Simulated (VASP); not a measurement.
Here is a VASP 6.6.1 calculation.

The input INCAR:

```
PREC     = Accurate       # precision mode
ENCUT    = 520            # plane-wave cutoff, eV
EDIFF    = 1E-7           # SCF threshold, eV
ISMEAR   = -1             # smearing method
SIGMA    = 0.05           # smearing width, eV
LREAL    = False          # projectors in reciprocal space
LASPH    = True           # aspherical terms in the spheres
NELM     = 100            # most SCF steps
ALGO     = Normal         # electronic algorithm
ISIF     = 2              # what is computed and relaxed
LWAVE    = False          # write WAVECAR
LCHARG   = False          # write CHGCAR
GGA      = PE             # functional
NBANDS   = 10             # bands
```

The input KPOINTS:

```
regular mesh
0
Gamma
  11 11 11
```

The input POSCAR:

```
I
1.0
   -1.6174560000      1.6174560000      4.2648080000
    1.6174560000     -1.6174560000      4.2648080000
    1.6174560000      1.6174560000     -4.2648080000
I
1
Direct
    0.0000000000      0.0000000000      0.0000000000
```

Potentials or basis: VASP PAW PBE potentials, release 64 (I).

Run with:

```sh
$ cat potpaw_PBE.64/I/POTCAR > POTCAR
$ mpirun -np 1 vasp_std > vasp.out
```

What does it give for the band gap on the k mesh?

None (metal or under the smearing width).

Predict the pressure.

0.1 GPa.

Caveat: an odd number of electrons without spin polarisation forces a metal; a magnetic or distorted state may lie lower. Spin-orbit coupling is left out, which matters for the levels of I.
